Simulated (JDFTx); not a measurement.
# InP (F-43m) in JDFTx: further runs

The runs below take InP through equation of state, with LDA.

All numbers are computed with JDFTx 1.7.0 (patched build); they aren't measurements. Logs are shortened: lines on timing, memory, paths and dates and some standing lists are left out, and cuts for length are marked. The log counts tension as positive stress, the text compression.

**Measured values to compare with.**

From a printed reference work, data compilation, for a bulk crystal of InP: bulk modulus 71 GPa.

The results are compared with them further down.

## 1. The structure

It takes space group F-43m (No. 216, cubic). The conventional cell has a = 5.861 Å, b = 5.861 Å, c = 5.861 Å, α = 90.00°, β = 90.00°, γ = 90.00°. In (site symmetry -43m) is surrounded by 4 P at 2.54 Å. P (site symmetry -43m) is surrounded by 4 In at 2.54 Å.

## 2. Equation of state, LDA, 23.66 Å³/atom (volume scaled by 0.94)

Contents of InP.in:

```
include InP.lattice
coords-type Lattice
include InP.ionpos

ion-species pseudo/In.upf
ion-species pseudo/P.upf
elec-cutoff 35 280
elec-ex-corr lda-PW
kpoint-folding 8 8 8
elec-smearing Fermi 0.0018374661
elec-n-bands 15
electronic-SCF nIterations 100 energyDiffThreshold 1e-09
electronic-minimize nIterations 30 energyDiffThreshold 1e-7
forces-output-coords Cartesian

dump-name run.$VAR
dump End Ecomponents EigStats BandEigs Kpoints Forces Stress
```

Contents of InP.lattice:

```
lattice \
    0.0000000000     5.4247934954     5.4247934954 \
    5.4247934954     0.0000000000     5.4247934954 \
    5.4247934954     5.4247934954     0.0000000000
```

Contents of InP.ionpos:

```
ion In     0.0000000000     0.0000000000     0.0000000000 1
ion P      0.7500000000     0.7500000000     0.7500000000 1
```

Potentials or basis: PseudoDojo-SR-LDA-0.4.1-standard with smoothed tails.

Started as:

```sh
> jdftx -c 1 -i InP.in -o InP.out
```

Output:

```text
*************** JDFTx 1.7.0 (patched build) ***************

Input parsed successfully to the following command list (including defaults):
[... the input with its defaults ...]

---------- Setting up symmetries ----------

Found 48 point-group symmetries of the bravais lattice
Found 24 space-group symmetries with basis
Applied RMS atom displacement 0 bohrs to make symmetries exact.

---------- Initializing the Grid ----------
R =
[            0      5.42479      5.42479  ]
[      5.42479            0      5.42479  ]
[      5.42479      5.42479            0  ]
unit cell volume = 319.286
G =
[  -0.579117   0.579117   0.579117  ]
[   0.579117  -0.579117   0.579117  ]
[   0.579117   0.579117  -0.579117  ]
Minimum fftbox size, Smin = [  60  60  60  ]
Chosen fftbox size, S = [  60  60  60  ]

---------- Initializing tighter grid for wavefunction operations ----------
R =
[            0      5.42479      5.42479  ]
[      5.42479            0      5.42479  ]
[      5.42479      5.42479            0  ]
unit cell volume = 319.286
G =
[  -0.579117   0.579117   0.579117  ]
[   0.579117  -0.579117   0.579117  ]
[   0.579117   0.579117  -0.579117  ]
Minimum fftbox size, Smin = [  44  44  44  ]
Chosen fftbox size, S = [  48  48  48  ]

---------- Exchange Correlation functional ----------
Initalized Slater LDA exchange.
Initalized Perdew-Wang LDA correlation.

---------- Setting up pseudopotentials ----------
Width of ionic core gaussian charges (only for fluid interactions / plotting) set to 0

Reading pseudopotential file 'pseudo/In.upf':
  'In' pseudopotential, 'SLA  PW   NOGX NOGC' functional
  Generated using ONCVPSP code by D. R. Hamann
  13 valence electrons, 3 orbitals, 6 projectors, 1001 radial grid points, with lMax = 2
    4D    l: 2   occupation: 10.0   eigenvalue: -0.687856
    5S    l: 0   occupation:  2.0   eigenvalue: -0.311709
    5P    l: 1   occupation:  1.0   eigenvalue: -0.099150
  Core radius for overlap checks: 2.17 bohrs.

Reading pseudopotential file 'pseudo/P.upf':
  'P' pseudopotential, 'SLA  PW   NOGX NOGC' functional
  Generated using ONCVPSP code by D. R. Hamann
  5 valence electrons, 2 orbitals, 6 projectors, 1001 radial grid points, with lMax = 2
    3S    l: 0   occupation:  2.0   eigenvalue: -0.515099
    3P    l: 1   occupation:  3.0   eigenvalue: -0.205677
  Core radius for overlap checks: 1.66 bohrs.

Initialized 2 species with 2 total atoms.

Folded 1 k-points by 8x8x8 to 512 k-points.

---------- Setting up k-points, bands, fillings ----------
Adding inversion symmetry to k-mesh for non-inversion-symmetric unit cell.
Reduced to 29 k-points under symmetry.
Computing the number of bands and number of electrons
Calculating initial fillings.
nElectrons:  18.000000   nBands: 15   nStates: 29

----- Setting up reduced wavefunction bases (one per k-point) -----
average nbasis = 3158.920 , ideal nbasis = 3157.735

---------- Setting up ewald sum ----------
Optimum gaussian width for ewald sums = 2.463847 bohr.
Real space sum over 1331 unit cells with max indices [  5  5  5  ]
Reciprocal space sum over 2197 terms with max indices [  6  6  6  ]

---------- Allocating electronic variables ----------
Initializing wave functions:  linear combination of atomic orbitals
Note: number of bands (15) exceeds available atomic orbitals (13)
In pseudo-atom occupations:   s ( 2 )  p ( 1 )  d ( 10 )
P pseudo-atom occupations:   s ( 2 )  p ( 3 )
	FillingsUpdate:  mu: +0.327364045  nElectrons: 18.000000
LCAOMinimize: Iter:   0  F: -63.3532203436541224  |grad|_K:  2.942e-03  alpha:  1.000e+00
	FillingsUpdate:  mu: +0.308245225  nElectrons: 18.000000
LCAOMinimize: Iter:   1  F: -63.3672129667562061  |grad|_K:  6.485e-05  alpha:  4.775e-01  linmin: -3.069e-01  cgtest:  8.351e-01
LCAOMinimize: Encountered beta<0, resetting CG.
	FillingsUpdate:  mu: +0.307916406  nElectrons: 18.000000
LCAOMinimize: Iter:   2  F: -63.3672205054668822  |grad|_K:  1.490e-05  alpha:  5.495e-01  linmin:  3.450e-04  cgtest: -2.328e-04
	FillingsUpdate:  mu: +0.308010510  nElectrons: 18.000000
LCAOMinimize: Iter:   3  F: -63.3672210641109146  |grad|_K:  7.616e-07  alpha:  7.714e-01  linmin: -2.478e-03  cgtest:  9.739e-03
	FillingsUpdate:  mu: +0.308009197  nElectrons: 18.000000
LCAOMinimize: Iter:   4  F: -63.3672210659453654  |grad|_K:  1.150e-08  alpha:  9.692e-01  linmin:  1.287e-02  cgtest: -6.228e-02
LCAOMinimize: Converged (|Delta F|<1.000000e-06 for 2 iters).

-------- Electronic minimization -----------
Will mix electronic density at each iteration.
	FillingsUpdate:  mu: +0.308009197  nElectrons: 18.000000
	FillingsUpdate:  mu: +0.295925167  nElectrons: 18.000000
SCF: Cycle:  0   F: -63.406550235094421   dF: -3.933e-02   |Residual|: 4.865e-02   |deigs|: 1.210e-01
	FillingsUpdate:  mu: +0.296774588  nElectrons: 18.000000
SCF: Cycle:  1   F: -63.407337019052868   dF: -7.868e-04   |Residual|: 2.703e-02   |deigs|: 8.745e-03
	FillingsUpdate:  mu: +0.298798859  nElectrons: 18.000000
SCF: Cycle:  2   F: -63.407493670759564   dF: -1.567e-04   |Residual|: 4.718e-03   |deigs|: 2.888e-03
	FillingsUpdate:  mu: +0.299064455  nElectrons: 18.000000
SCF: Cycle:  3   F: -63.407505248079779   dF: -1.158e-05   |Residual|: 2.171e-03   |deigs|: 1.294e-03
	FillingsUpdate:  mu: +0.299347013  nElectrons: 18.000000
SCF: Cycle:  4   F: -63.407507760420174   dF: -2.512e-06   |Residual|: 6.801e-04   |deigs|: 4.532e-04
	FillingsUpdate:  mu: +0.299392925  nElectrons: 18.000000
SCF: Cycle:  5   F: -63.407508515342322   dF: -7.549e-07   |Residual|: 2.645e-04   |deigs|: 3.325e-04
	FillingsUpdate:  mu: +0.299438965  nElectrons: 18.000000
SCF: Cycle:  6   F: -63.407509012507660   dF: -4.972e-07   |Residual|: 4.769e-05   |deigs|: 4.529e-04
	FillingsUpdate:  mu: +0.299439281  nElectrons: 18.000000
SCF: Cycle:  7   F: -63.407509185390481   dF: -1.729e-07   |Residual|: 3.453e-05   |deigs|: 3.557e-04
	FillingsUpdate:  mu: +0.299439173  nElectrons: 18.000000
SCF: Cycle:  8   F: -63.407509296989339   dF: -1.116e-07   |Residual|: 1.401e-05   |deigs|: 3.114e-04
	FillingsUpdate:  mu: +0.299439075  nElectrons: 18.000000
SCF: Cycle:  9   F: -63.407509332187153   dF: -3.520e-08   |Residual|: 5.157e-06   |deigs|: 1.107e-04
	FillingsUpdate:  mu: +0.299439801  nElectrons: 18.000000
SCF: Cycle: 10   F: -63.407509351629997   dF: -1.944e-08   |Residual|: 7.674e-06   |deigs|: 1.181e-04
	FillingsUpdate:  mu: +0.299439927  nElectrons: 18.000000
SCF: Cycle: 11   F: -63.407509357309394   dF: -5.679e-09   |Residual|: 3.892e-06   |deigs|: 6.378e-05
	FillingsUpdate:  mu: +0.299439876  nElectrons: 18.000000
SCF: Cycle: 12   F: -63.407509360870229   dF: -3.561e-09   |Residual|: 8.642e-07   |deigs|: 1.526e-04
	FillingsUpdate:  mu: +0.299439907  nElectrons: 18.000000
SCF: Cycle: 13   F: -63.407509361733752   dF: -8.635e-10   |Residual|: 4.639e-07   |deigs|: 1.174e-04
	FillingsUpdate:  mu: +0.299440047  nElectrons: 18.000000
SCF: Cycle: 14   F: -63.407509362419539   dF: -6.858e-10   |Residual|: 3.226e-07   |deigs|: 1.381e-04
SCF: Converged (|Delta E|<1.000000e-09 for 2 iters).

Setting wave functions to eigenvectors of Hamiltonian

# Stress tensor in Cartesian coordinates [Eh/a0^3]:
[  -0.00011258            0            0  ]
[            0  -0.00011258            0  ]
[            0            0  -0.00011258  ]

# Ionic positions in lattice coordinates:
ion In   0.000000000000000   0.000000000000000   0.000000000000000 1
ion P   0.750000000000000   0.750000000000000   0.750000000000000 1

# Forces in Cartesian coordinates:
force In   0.000000000000000  -0.000000000000000   0.000000000000000 1
force P  -0.000000000000000   0.000000000000000  -0.000000000000000 1

# Energy components:
   Eewald =      -45.7950574212800987
       EH =       17.8594185033963981
     Eloc =      -54.0539533742967464
      Enl =      -13.6678609246903076
      Exc =      -21.8143399686507315
 Exc_core =        9.8110098041147733
       KE =       44.2532740835988392
-------------------------------------
     Etot =      -63.4075092978078629
       TS =        0.0000000646116726
-------------------------------------
        F =      -63.4075093624195389

IonicMinimize: Iter:   0  F: -63.407509362419539  |grad|_K:        nan
IonicMinimize: None of the convergence criteria satisfied after 0 iterations.

#--- Lowdin population analysis ---
# oxidation-state In +0.269
# oxidation-state P -0.233

Dumping 'run.eigStats' ...
	eMin: -0.253231 at state 20 ( [ +0.000000 +0.500000 +0.500000 ] spin 0 )
	HOMO: +0.283200 at state 0 ( [ +0.000000 +0.000000 +0.000000 ] spin 0 )
	mu  : +0.299440
	LUMO: +0.313493 at state 0 ( [ +0.000000 +0.000000 +0.000000 ] spin 0 )
	eMax: +0.726014 at state 28 ( [ +0.250000 +0.500000 -0.250000 ] spin 0 )
	HOMO-LUMO gap: +0.030293
	Optical gap  : +0.030293 at state 0 ( [ +0.000000 +0.000000 +0.000000 ] spin 0 )
Done!
[note: mu as printed may lie anywhere between the filled and the empty levels]
```

Wall time 1.7 min (1 thread of Arm Neoverse V2, shared host); peak memory 0.13 GiB.

Results:

```
Free energy            : -1725.4062 eV
Pressure               : 3.3 GPa
Band gap on the k mesh : 0.82 eV, direct
Loewdin charges        : In +0.27; P -0.23 e
```

Caveat: spin-orbit coupling is left out, which moves the levels of the heavy elements.

## 3. Equation of state, LDA, 24.16 Å³/atom (volume scaled by 0.96)

InP.in is that of step 2.

Contents of InP.lattice:

```
lattice \
    0.0000000000     5.4629975251     5.4629975251 \
    5.4629975251     0.0000000000     5.4629975251 \
    5.4629975251     5.4629975251     0.0000000000
```

InP.ionpos is that of step 2.

Potentials or basis: PseudoDojo-SR-LDA-0.4.1-standard with smoothed tails.

Started as:

```sh
> jdftx -c 1 -i InP.in -o InP.out
```

It took 1.8 min on 1 thread of Arm Neoverse V2, shared host; peak memory 0.13 GiB.

The run converged. Its results:

- Free energy: -1725.4215 eV
- Pressure: 1.6 GPa
- Band gap on the k mesh: 0.71 eV, direct
- Loewdin charges: In +0.27; P -0.23 e

Caveat: spin-orbit coupling is left out, which moves the levels of the heavy elements.

## 4. Equation of state, LDA, 24.66 Å³/atom (volume scaled by 0.98)

InP.in is that of step 3.

Contents of InP.lattice:

```
lattice \
    0.0000000000     5.5006745607     5.5006745607 \
    5.5006745607     0.0000000000     5.5006745607 \
    5.5006745607     5.5006745607     0.0000000000
```

InP.ionpos is that of step 3.

Started as:

```sh
> jdftx -c 1 -i InP.in -o InP.out
```

Wall time 1.8 min (1 thread of Arm Neoverse V2, shared host); peak memory 0.13 GiB.

Results (log left out):

```
Free energy            : -1725.4265 eV
Pressure               : 0.0 GPa
Band gap on the k mesh : 0.60 eV, direct
Loewdin charges        : In +0.27; P -0.23 e
```

Caveat: spin-orbit coupling is left out, which moves the levels of the heavy elements.

## 5. Equation of state, LDA, 25.17 Å³/atom

InP.in is that of step 4.

Contents of InP.lattice:

```
lattice \
    0.0000000000     5.5378424082     5.5378424082 \
    5.5378424082     0.0000000000     5.5378424082 \
    5.5378424082     5.5378424082     0.0000000000
```

InP.ionpos is that of step 4.

Started as:

```sh
> jdftx -c 1 -i InP.in -o InP.out
```

Run time: 1.7 min. Hardware: 1 thread of Arm Neoverse V2, shared host; peak memory 0.13 GiB.

Results (log left out):

```yaml
Free_energy: -1725.4224 eV
Pressure: -1.3 GPa
Band_gap_on_the_k_mesh: 0.49 eV, direct
Loewdin_charges: In +0.27; P -0.23 e
```

Caveat: spin-orbit coupling is left out, which moves the levels of the heavy elements.

## 6. Equation of state, LDA, 25.67 Å³/atom (volume scaled by 1.02)

InP.in is that of step 5.

Contents of InP.lattice:

```
lattice \
    0.0000000000     5.5745179301     5.5745179301 \
    5.5745179301     0.0000000000     5.5745179301 \
    5.5745179301     5.5745179301     0.0000000000
```

InP.ionpos is that of step 5.

Potentials or basis: PseudoDojo-SR-LDA-0.4.1-standard with smoothed tails.

Started as:

```sh
> jdftx -c 1 -i InP.in -o InP.out
```

Run time: 1.7 min. Hardware: 1 thread of Arm Neoverse V2, shared host; peak memory 0.13 GiB.

The run converged. Its results:

```yaml
Free_energy: -1725.4100 eV
Pressure: -2.6 GPa
Band_gap_on_the_k_mesh: 0.38 eV, direct
Loewdin_charges: In +0.26; P -0.23 e
```

Caveat: spin-orbit coupling is left out, which moves the levels of the heavy elements.

## 7. Equation of state, LDA, 26.17 Å³/atom (volume scaled by 1.04)

InP.in is that of step 6.

Contents of InP.lattice:

```
lattice \
    0.0000000000     5.6107171128     5.6107171128 \
    5.6107171128     0.0000000000     5.6107171128 \
    5.6107171128     5.6107171128     0.0000000000
```

InP.ionpos is that of step 6.

Started as:

```sh
> jdftx -c 1 -i InP.in -o InP.out
```

It took 1.8 min on 1 thread of Arm Neoverse V2, shared host; peak memory 0.13 GiB.

It converged, with:

```
Free energy            : -1725.3904 eV
Pressure               : -3.7 GPa
Band gap on the k mesh : 0.27 eV, direct
Loewdin charges        : In +0.26; P -0.23 e
```

Caveat: spin-orbit coupling is left out, which moves the levels of the heavy elements.

## 8. Equation of state, LDA, 26.68 Å³/atom (volume scaled by 1.06)

InP.in is that of step 7.

Contents of InP.lattice:

```
lattice \
    0.0000000000     5.6464551280     5.6464551280 \
    5.6464551280     0.0000000000     5.6464551280 \
    5.6464551280     5.6464551280     0.0000000000
```

InP.ionpos is that of step 7.

Started as:

```sh
> jdftx -c 1 -i InP.in -o InP.out
```

It took 1.8 min on 1 thread of Arm Neoverse V2, shared host; peak memory 0.14 GiB.

Results (log left out):

```yaml
Free_energy: -1725.3644 eV
Pressure: -4.6 GPa
Band_gap_on_the_k_mesh: 0.17 eV, direct
Loewdin_charges: In +0.26; P -0.23 e
```

Caveat: spin-orbit coupling is left out, which moves the levels of the heavy elements.

## 9. Equation of state, LDA

Potentials or basis: PseudoDojo-SR-LDA-0.4.1-standard with smoothed tails.

No new run: the results of the series are fitted here.

Results:

```
Equilibrium volume                      : 24.68 Å³/atom
Bulk modulus                            : 71 GPa
Pressure derivative of the bulk modulus : 4.7
```

Energy against volume, from the lowest point:
```csv
volume (Å³/atom),energy (meV/atom)
23.657,10.16
24.160,2.51
24.663,0.00
25.167,2.08
25.670,8.25
26.173,18.05
26.677,31.08
```

## 10. How close it comes

Step 9. Against the measured bulk modulus of InP, 71 GPa (a printed reference work, data compilation), the calculated 71 GPa is off by +0.4 %. The fit is for a static lattice scaled at fixed shape and fixed fractional positions.
